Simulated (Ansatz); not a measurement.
Runs of Ansatz 0.2.0 on BN. It takes space group F-43m (No. 216, cubic). The conventional cell has a = 3.626 Å, b = 3.626 Å, c = 3.626 Å, α = 90.00°, β = 90.00°, γ = 90.00°. Around N (site symmetry -43m) lie 4 B at 1.57 Å. B (site symmetry -43m) has 4 N at 1.57 Å as nearest neighbours. The cell is a database's computed one.

```csv
task,potentials or basis,cell,cutoff (eV),basis error allowed,gap on the mesh (eV),pressure (GPa)
relaxation of cell and atoms,"all-electron LAPW, scalar-relativistic",relaxed,-,0.001 eV/atom,4.37,0.0
band structure,all-electron PAW datasets made for the crystal,as given,520,-,4.35,-6.3
relaxation of cell and atoms,"all-electron LAPW, scalar-relativistic",relaxed to 10 GPa,-,0.001 eV/atom,4.40,10.0
band structure,"all-electron LAPW, scalar-relativistic",as given,446,0.001 eV/atom,4.35,-6.3
relaxation of cell and atoms,"all-electron LAPW, scalar-relativistic",relaxed to 20 GPa,-,0.001 eV/atom,(b),20.0
relaxation of cell and atoms,"all-electron LAPW, scalar-relativistic",relaxed to 5 GPa,-,0.001 eV/atom,4.38,5.0
band structure,"all-electron LAPW, non-relativistic",as given,446,0.001 eV/atom,4.36,-6.2
relaxation of cell and atoms,"all-electron LAPW, scalar-relativistic",relaxed to 30 GPa,-,0.001 eV/atom,(a),30.0
```

Alike in all rows: level PBEsol; no spin polarisation; k mesh 13 × 13 × 13; smearing fermi-dirac 0.05 eV.

Problem. Estimate the missing entries.

Solution. (a) 4.45; (b) 4.42.

Caveats: an odd mesh through Γ misses points on the zone boundary, where band edges often lie (some runs).

The runs don't all hold the same shells in valence.
